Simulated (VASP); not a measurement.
# Ru (P6_3/mmc) in VASP: notebook

The runs below take Ru through relaxation of cell and atoms, with PBE.

Everything below comes from runs of VASP 6.6.1. Logs are shortened: lines on timing, memory, paths and dates and some standing lists are left out, and cuts for length are marked.

## Step 1: The crystal as given

Symmetry: P6_3/mmc, No. 194, hexagonal system. Conventional cell: a = 2.708 Å, b = 2.708 Å, c = 4.268 Å, α = 90.00°, β = 90.00°, γ = 120.00°. Ru (site symmetry -6m2) has 12 Ru at 2.65 to 2.71 Å as nearest neighbours.

## Step 2: Relaxation of cell and atoms, PBE

The input, INCAR:

```
SYSTEM = Ru
  PREC = Accurate
  ENCUT = 600
  EDIFF = 1E-6
  ISMEAR = 1
  SIGMA = 0.1
  LREAL = .False.
  LASPH = .True.
  NELM = 120
  ALGO = Normal
  ISIF = 3
  LWAVE = .False.
  LCHARG = .False.
  GGA = PE
  IBRION = 2
  NSW = 80
  EDIFFG = -0.005
  KPAR = 2
```

The input, KPOINTS:

```
regular mesh
0
Gamma
  18 18 10
  0 0 0
```

The input, POSCAR:

```
Ru
1.0
    2.7078263000      0.0000000000      0.0000000000
   -1.3539132000      2.3450464000      0.0000000000
    0.0000000000      0.0000000000      4.2681018000
Ru
2
Direct
    0.3333333300      0.6666666700      0.2500000000
    0.6666666700      0.3333333300      0.7500000000
```

Potentials or basis: VASP PAW PBE potentials, release 64 (Ru_pv).

The run is started by

```sh
> cat potpaw_PBE.64/Ru_pv/POTCAR > POTCAR
> mpirun -np 2 vasp_std > vasp.out
```

OUTCAR:

```text
SYSTEM = Ru
   PREC = Accurate
   ENCUT = 600
   EDIFF = 1E-6
   ISMEAR = 1
   LREAL = .False.
   LASPH = .True.
   NELM = 120
   ISIF = 3
   GGA = PE
   IBRION = 2
   NSW = 80
   EDIFFG = -0.005

 ion  position               nearest neighbor table
   1  0.333  0.667  0.250-   2 2.65   2 2.65   2 2.65   2 2.65   2 2.65   2 2.65
   2  0.667  0.333  0.750-   1 2.65   1 2.65   1 2.65   1 2.65   1 2.65   1 2.65

  LATTYP: Found a hexagonal cell.
 ALAT       =     2.7078263000
 C/A-ratio  =     1.5762095966

  Lattice vectors:

 A1 = (   2.7078263000,   0.0000000000,   0.0000000000)
 A2 = (  -1.3539132000,   2.3450464000,   0.0000000000)
 A3 = (   0.0000000000,   0.0000000000,   4.2681018000)

Analysis of symmetry for initial positions (statically):
=====================================================================
 Subroutine PRICEL returns:
 Original cell was already a primitive cell.

 Routine SETGRP: Setting up the symmetry group for a
 hexagonal supercell.

 Subroutine GETGRP returns: Found 24 space group operations
 (whereof 12 operations were pure point group operations)
 out of a pool of 24 trial point group operations.

The static configuration has the point symmetry D_3d.
 The point group associated with its full space group is D_6h.

Analysis of symmetry for dynamics (positions and initial velocities):
=====================================================================
 Subroutine PRICEL returns:
 Original cell was already a primitive cell.

 Routine SETGRP: Setting up the symmetry group for a
 hexagonal supercell.

 Subroutine GETGRP returns: Found 24 space group operations
 (whereof 12 operations were pure point group operations)
 out of a pool of 24 trial point group operations.

The dynamic configuration has the point symmetry D_3d.
 The point group associated with its full space group is D_6h.

 Subroutine INISYM returns: Found 24 space group operations
 (whereof 12 operations are pure point group operations),
 and found     1 'primitive' translations

----------------------------------------------------------------------------------------

                                     Primitive cell

  volume of cell :      27.1024

  direct lattice vectors                    reciprocal lattice vectors
     2.707826300  0.000000000  0.000000000     0.369299907  0.213215405  0.000000000
    -1.353913200  2.345046400  0.000000000     0.000000000  0.426430795  0.000000000
     0.000000000  0.000000000  4.268101800     0.000000000  0.000000000  0.234296192

  length of vectors
     2.707826300  2.707826355  4.268101800     0.426430803  0.426430795  0.234296192

  position of ions in fractional coordinates (direct lattice)
     0.333333330  0.666666670  0.250000000
     0.666666670  0.333333330  0.750000000

  ion indices of the primitive-cell ions
   primitive index   ion index
                 1           1
                 2           2

----------------------------------------------------------------------------------------

 KPOINTS: regular mesh

Automatic generation of k-mesh.
 Grid dimensions read from file:
 generate k-points for:   18   18   10

 Generating k-lattice:

  Cartesian coordinates                     Fractional coordinates (reciprocal lattice)
     0.020516661  0.011845300  0.000000000     0.055555556  0.000000000  0.000000000
     0.000000000  0.023690600  0.000000000     0.000000000  0.055555556  0.000000000
     0.000000000  0.000000000  0.023429619     0.000000000  0.000000000  0.100000000

  Length of vectors
     0.023690600  0.023690600  0.023429619

  Shift w.r.t. Gamma in fractional coordinates (k-lattice)
     0.000000000  0.000000000  0.000000000

 Subroutine IBZKPT returns following result:
 ===========================================

 Found    222 irreducible k-points:

 Following reciprocal coordinates:
            Coordinates               Weight
  0.000000  0.000000  0.000000      1.000000
  0.055556  0.000000  0.000000      6.000000
  0.111111  0.000000  0.000000      6.000000
  0.166667 -0.000000  0.000000      6.000000
  0.222222  0.000000  0.000000      6.000000
  0.277778 -0.000000  0.000000      6.000000
[... 16 lines left out ...]
  0.333333  0.111111  0.000000     12.000000
  0.388889  0.111111  0.000000     12.000000
 [... further k-points ...]
   k-points           NKPTS =    222   k-points in BZ     NKDIM =    222   number of bands    NBANDS=     18
   number of dos      NEDOS =    301   number of ions     NIONS =      2
   total plane-waves  NPLWV =  20736
   dimension x,y,z NGX =    24 NGY =   24 NGZ =   36
   dimension x,y,z NGXF=    48 NGYF=   48 NGZF=   72
   ions per type =               2
   NGX,Y,Z   is equivalent  to a cutoff of  14.73, 14.73, 14.02 a.u.
   NGXF,Y,Z  is equivalent  to a cutoff of  29.47, 29.47, 28.04 a.u.
 SYSTEM =  Ru
   PREC   = accura    normal or accurate (medium, high low for compatibility)
   ISTART =      0    job   : 0-new  1-cont  2-samecut
   ICHARG =      2    charge: 1-file 2-atom 10-const
   ISPIN  =      1    spin polarized calculation?
   LNONCOLLINEAR =      F non collinear calculations
   LSORBIT =      F    spin-orbit coupling
   LASPH  =      T    aspherical Exc in radial PAW
   ENCUT  =  600.0 eV  44.10 Ry    6.64 a.u.   5.41  5.41  8.52*2*pi/ulx,y,z
   NELM   =    120;   NELMIN=  2; NELMDL= -5     # of ELM steps
   EDIFF  = 0.1E-05   stopping-criterion for ELM
   LREAL  =      F    real-space projection
   EDIFFG = -.5E-02   stopping-criterion for IOM
   NSW    =     80    number of steps for IOM
   IBRION =      2    ionic relax: 0-MD 1-quasi-New 2-CG
   NFREE  =      1    steps in history (QN), initial steepest desc. (CG)
   ISIF   =      3    stress and relaxation
   ISYM   =      2    0-nonsym 1-usesym 2-fastsym
   POTIM  = 0.5000    time-step for ionic-motion
   TEBEG  =    0.0;   TEEND  =   0.0 temperature during run
   PSTRESS=    0.0 pullay stress
   NELECT =      28.0000    total number of electrons
   NUPDOWN=      -1.0000    fix difference up-down
   EMIN   =  10.00;   EMAX   =-10.00  energy-range for DOS
   EFERMI =   0.00;   METHOD = LEGACY
   ISMEAR =     1;   SIGMA  =   0.10  broadening in eV -4-tet -1-fermi 0-gaus
   EFERMI_NEDOS =   21; number of points for ismear=-14 and -15
   IALGO  =     38    algorithm
   IMIX   =      4    mixing-type and parameters
     AMIX     =   0.40;   BMIX     =  1.00
     AMIX_MAG =   1.60;   BMIX_MAG =  1.00
  volume/ion in A,a.u.               =      13.55        91.45
  Fermi-wavevector in a.u.,A,eV,Ry     =   1.654977  3.127452 37.265640  2.738947
  Thomas-Fermi vector in A             =   2.743152
   LORBIT       =      0    0 simple, 1 ext, 2 COOP (PROOUT), +10 PAW based schemes
   GGA     = PE    functional components
   LHFCALC =     F    Hartree Fock is set to
   AEXX    =    0.0000 exact exchange contribution
   IVDW    =     0    specifies the selected vdW correction
   LEPSILON=     F    determine dielectric tensor
   LRPA    =     F    only Hartree local field effects (RPA)
 conjugate gradient relaxation of ions
 non-spin polarized calculation
 Methfessel and Paxton  Order N= 1 SIGMA  =   0.10
  energy-cutoff  :      600.00
  volume of cell :       27.10
 maximum number of plane-waves:       935
 NGX is ok and might be reduce to    24
   NGX = 11   NGY = 11   NGZ = 17

--------------------------------------- Ionic step        1  -------------------------------------------

 number of electron      28.0000001 magnetization

 Free energy of the ion-electron system (eV)
  ---------------------------------------------------
  ext. energy  EPLUGINS =         0.00000000
  ---------------------------------------------------
  free energy    TOTEN  =       -18.46050321 eV

  energy without entropy =      -18.45981981  energy(sigma->0) =      -18.46027541

------------------------ aborting loop because EDIFF is reached ----------------------------------------

  FORCE on cell =-STRESS in cart. coord.  units (eV):
  Direction    XX          YY          ZZ          XY          YZ          ZX
  --------------------------------------------------------------------------------------
  -------------------------------------------------------------------------------------
  Total        0.7589851      0.7589851      0.9936382     -0.0000000      0.0000000     -0.0000000
  in kB       44.8680104     44.8680118     58.7397168     -0.0000010      0.0000000     -0.0000000
  external PRESSURE =      49.4919130 kB  Pullay stress =       0.0000000 kB
[... 89 lines left out ...]
  FREE ENERGIE OF THE ION-ELECTRON SYSTEM (eV)
  ---------------------------------------------------
  free  energy   TOTEN  =       -18.4668973260 eV

  energy  without entropy=      -18.4662136225  energy(sigma->0) =      -18.46666942

[... ionic steps 4 to 13 ...]

--------------------------------------- Ionic step       14  -------------------------------------------

 number of electron      28.0000004 magnetization

------------------------ aborting loop because EDIFF is reached ----------------------------------------

  FORCE on cell =-STRESS in cart. coord.  units (eV):
  Direction    XX          YY          ZZ          XY          YZ          ZX
  --------------------------------------------------------------------------------------
  -------------------------------------------------------------------------------------
  Total       -0.0165851     -0.0165851     -0.0296445      0.0000000      0.0000000      0.0000000
  in kB       -0.9652149     -0.9652150     -1.7252495      0.0000000      0.0000000      0.0000000
  external PRESSURE =      -1.2185598 kB  Pullay stress =       0.0000000 kB
[... 57 lines left out ...]
  energy  without entropy=      -18.4662654464  energy(sigma->0) =      -18.46670820

--------------------------------------- Ionic step       16  -------------------------------------------

 number of electron      28.0000004 magnetization

 Free energy of the ion-electron system (eV)
  ---------------------------------------------------
  ext. energy  EPLUGINS =         0.00000000
  ---------------------------------------------------
  free energy    TOTEN  =       -18.46692981 eV

  energy without entropy =      -18.46626636  energy(sigma->0) =      -18.46670866

 E-fermi :  12.5877     XC(G=0): -14.0368

 val. band max:       12.5841483091   @ k =   0.1667  -0.0000   0.4000
 cond. band min:      12.5913533173   @ k =   0.1667   0.1111   0.3000
 fundamental gap:      0.0072050082
 Fermi energy:        12.5877281082

 k-point     1 :       0.0000    0.0000    0.0000
  band No.  band energies     occupation
      1     -30.9996      2.00000
      2     -30.1051      2.00000
      3     -30.1051      2.00000
      4     -29.9406      2.00000
      5     -29.9406      2.00000
      6     -29.9019      2.00000
[... 10 lines left out ...]
     17      13.7584     -0.00000
     18      13.8947     -0.00000
[... 466 lines left out ...]
      2     -30.5952      2.00000
      3     -30.5400      2.00000
      4     -30.3603      2.00000
      5     -30.1809      2.00000
      6     -30.1051      2.00000
[... 10 lines left out ...]
     17      16.2808      0.00000
     18      19.8912      0.00000

 [... further k-points ...]

------------------------ aborting loop because EDIFF is reached ----------------------------------------

  FORCE on cell =-STRESS in cart. coord.  units (eV):
  Direction    XX          YY          ZZ          XY          YZ          ZX
  --------------------------------------------------------------------------------------
  -------------------------------------------------------------------------------------
  Total       -0.0052478     -0.0052478     -0.0007889      0.0000000      0.0000000      0.0000000
  in kB       -0.3055636     -0.3055636     -0.0459364      0.0000000      0.0000000      0.0000000
  external PRESSURE =      -0.2190212 kB  Pullay stress =       0.0000000 kB
[... 17 lines left out ...]
  FREE ENERGIE OF THE ION-ELECTRON SYSTEM (eV)
  ---------------------------------------------------
  free  energy   TOTEN  =       -18.4669298071 eV

  energy  without entropy=      -18.4662663647  energy(sigma->0) =      -18.46670866

 reached required accuracy - stopping structural energy minimisation
```

Wall time 2.5 min (2 MPI ranks of Intel Xeon Platinum 8488C (Sapphire Rapids), shared host); peak memory 0.24 GiB.

What came out:

| Quantity | Value |
| --- | --- |
| Free energy | -18.4669 eV |
| Relaxed volume | 13.76 Å³/atom |
| Relaxed cell | a = 2.719 Å, b = 2.719 Å, c = 4.297 Å, α = 90.00°, β = 90.00°, γ = 120.00° |
| Space group after relaxing (to 0.05 Å) | P6_3/mmc (No. 194) |
| Energy gained by relaxing | 3.2 meV/atom |
| Ionic steps | 16 |
| Pressure after relaxing | 0.0 GPa |
| Band gap on the k mesh | none (metal or under the smearing width) |

Step by step:
```tsv
step	energy change (eV)	largest force (eV/Å)	pressure (GPa)	volume (Å³)
1	0.0000	0.0000	4.95	27.10
2	0.0462	0.0000	-12.70	28.78
3	-0.0064	0.0000	-0.09	27.53
4	-0.0064	0.0000	-0.05	27.52
5	-0.0064	0.0000	0.04	27.51
6	-0.0064	0.0000	0.12	27.50
7	-0.0064	0.0000	0.10	27.51
8	-0.0064	0.0000	0.10	27.51
9	-0.0064	0.0000	0.08	27.51
10	-0.0064	0.0000	0.08	27.51
11	-0.0064	0.0000	0.09	27.51
12	-0.0064	0.0000	0.09	27.51
13	-0.0064	0.0000	0.09	27.51
14	-0.0064	0.0000	-0.12	27.53
15	-0.0064	0.0000	0.04	27.51
16	-0.0064	0.0000	-0.02	27.52
```

Final structure:
```
Ru
1.0
     2.71924    0.00000    0.00000
    -1.35962    2.35493    0.00000
     0.00000    0.00000    4.29696
Ru
2
Direct
  0.33333 0.66667 0.25000
  0.66667 0.33333 0.75000
```

Levels at points of the mesh, in eV from the Fermi level:
```
           k point  band 11  band 12  band 13  band 14  band 15  band 16  band 17  band 18
(0.00, 0.00, 0.00)    -2.35    -1.86    -1.86    -1.36    -1.36     1.17     1.17     1.31
(0.50, 0.00, 0.00)    -2.02    -1.76    -1.47     1.40     1.81     1.89     4.00     6.04
(0.00, 0.00, 0.50)    -2.70    -2.70    -2.65    -2.65     0.54     0.54     0.54     0.54
(0.50, 0.00, 0.50)    -1.03    -1.03     0.45     0.45     1.65     1.65     3.36     3.36
```

## Step 3: Relaxation of cell and atoms, PBE

This run uses another cell than the first one, of 13.76 Å³/atom, 1.015 times its volume.

INCAR is that of step 2.

KPOINTS is that of step 2.

The input, POSCAR:

```
Ru                                      
1.0
    2.7192400972     -0.0000000002      0.0000000000
   -1.3596200990      2.3549310389      0.0000000000
   -0.0000000000      0.0000000000      4.2969569964
  Ru            
     2
Direct
     0.3333333300000021    0.6666666699999979    0.2500000000000000
     0.6666666699999979    0.3333333300000021    0.7500000000000000
```

Potentials or basis: VASP PAW PBE potentials, release 64 (Ru_pv).

The run is started by

```sh
> cat potpaw_PBE.64/Ru_pv/POTCAR > POTCAR
> mpirun -np 2 vasp_std > vasp.out
```

Wall time 22 s (2 MPI ranks of Intel Xeon Platinum 8488C (Sapphire Rapids), shared host); peak memory 0.23 GiB.

It converged, with:

| Item | Value |
| --- | --- |
| Free energy | -18.4674 eV |
| Pressure after relaxing | 0.0 GPa |
| Band gap on the k mesh | none (metal or under the smearing width) |

Final structure:
```
Ru
1.0
     2.71924    0.00000    0.00000
    -1.35962    2.35493    0.00000
     0.00000    0.00000    4.29696
Ru
2
Direct
  0.33333 0.66667 0.25000
  0.66667 0.33333 0.75000
```

Levels at points of the mesh, in eV from the Fermi level:
| k point | band 10 | band 11 | band 12 | band 13 | band 14 | band 15 | band 16 | band 17 | band 18 |
| --- | --- | --- | --- | --- | --- | --- | --- | --- | --- |
| (0.00, 0.00, 0.00) | -2.53 | -2.35 | -1.86 | -1.86 | -1.36 | -1.36 | 1.17 | 1.17 | 1.31 |
| (0.50, 0.00, 0.00) | -2.95 | -2.02 | -1.76 | -1.47 | 1.40 | 1.81 | 1.89 | 4.00 | 6.04 |
| (0.00, 0.00, 0.50) | -2.70 | -2.70 | -2.70 | -2.65 | -2.65 | 0.54 | 0.54 | 0.54 | 0.54 |
| (0.50, 0.00, 0.50) | -4.42 | -1.03 | -1.03 | 0.45 | 0.45 | 1.65 | 1.65 | 3.36 | 3.36 |

Caveat: the relaxation stopped at its first step, so nothing moved.
